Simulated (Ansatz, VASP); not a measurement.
This is a calculation of SiC for Ansatz 0.2.0.

File input.yaml:

```yaml
crystal:
  lattice:
    - [3.0756941497, 0.0, 0.0]
    - [-1.5378470748, 2.6636292679, 0.0]
    - [0.0, 0.0, 10.07064648]
  atoms:
    - { symbol: Si, position: [0.0, 0.0, 0.18789438] }
    - { symbol: Si, position: [0.0, 0.0, 0.68789438] }
    - { symbol: Si, position: [0.3333333333, 0.6666666667, 0.43784198] }
    - { symbol: Si, position: [0.6666666667, 0.3333333333, 0.93784198] }
    - { symbol: C, position: [0.0, 0.0, 0.00046005] }
    - { symbol: C, position: [0.0, 0.0, 0.50046005] }
    - { symbol: C, position: [0.3333333333, 0.6666666667, 0.24980259] }
    - { symbol: C, position: [0.6666666667, 0.3333333333, 0.74980259] }
hamiltonian:
  xc: pbe
  pseudopotentials: { kind: paw }
kpoints:
  mp_grid: { grid: [10, 10, 3] }
scf:
  occupations: { method: gaussian, width: 0.015 }
output:
  forces: true
  stress: true
  eigenvalues: true
```

Potentials or basis: Ansatz PAW.

The run is started by

```sh
$ ansatz run input.yaml --threads 4 --pin off --max-ram 11264MiB --backend cpu --events-out ev --progress --plain --runs-dir out
```

Problem. Set up the same calculation for VASP 6.6.1. Potentials there: VASP PAW PBE potentials, release 64 (Si, C).

Solution. As run (the cutoff follows the program's own potentials):

INCAR

```
SYSTEM = SiC
PREC     = Accurate       ! precision mode
ENCUT    = 520            ! plane-wave cutoff, eV
EDIFF    = 1E-7           ! SCF threshold, eV
ISMEAR   = 0              ! smearing method
SIGMA    = 0.015          ! smearing width, eV
LREAL    = .FALSE.        ! projectors in reciprocal space
LASPH    = .TRUE.         ! aspherical terms in the spheres
NELM     = 100            ! most SCF steps
ALGO     = Normal         ! electronic algorithm
ISIF     = 2              ! what is computed and relaxed
LWAVE    = .FALSE.        ! write WAVECAR
LCHARG   = .FALSE.        ! write CHGCAR
GGA      = PE             ! functional
```

Contents of KPOINTS:

```
Automatic mesh
0
G
  10 10 3
  0 0 0
```

Contents of POSCAR:

```
SiC
1.0
    3.0756941497      0.0000000000      0.0000000000
   -1.5378470748      2.6636292679      0.0000000000
    0.0000000000      0.0000000000     10.0706464800
Si C
4 4
Direct
    0.0000000000      0.0000000000      0.1878943800
    0.0000000000      0.0000000000      0.6878943800
    0.3333333333      0.6666666667      0.4378419800
    0.6666666667      0.3333333333      0.9378419800
    0.0000000000      0.0000000000      0.0004600500
    0.0000000000      0.0000000000      0.5004600500
    0.3333333333      0.6666666667      0.2498025900
    0.6666666667      0.3333333333      0.7498025900
```

Potentials or basis: VASP PAW PBE potentials, release 64 (Si, C).

Command:

```console
$ cat potpaw_PBE.64/Si/POTCAR potpaw_PBE.64/C/POTCAR > POTCAR
$ mpirun -np 1 vasp_std > vasp.out
```

Both were run:

|  | VASP | Ansatz | Ansatz less VASP |
| --- | --- | --- | --- |
| gap on the k mesh at the Fermi level (eV) | 2.23 | 2.23 | +0.001 |
| least direct gap on the mesh (eV) | 3.35 | 3.35 | +0.002 |
| pressure (GPa) | 3.9 | 3.9 | +0.06 |
| largest component of the traceless stress (GPa) | 0.09 | 0.09 | +0.003 |

The functional is the same, so the differences come from potentials, cutoffs and numerics.

Caveats: an odd mesh through Γ misses points on the zone boundary, where band edges often lie (VASP); odd divisions of the mesh miss points on the zone boundary, where band edges often lie, so the gap on the mesh can be too wide (Ansatz).
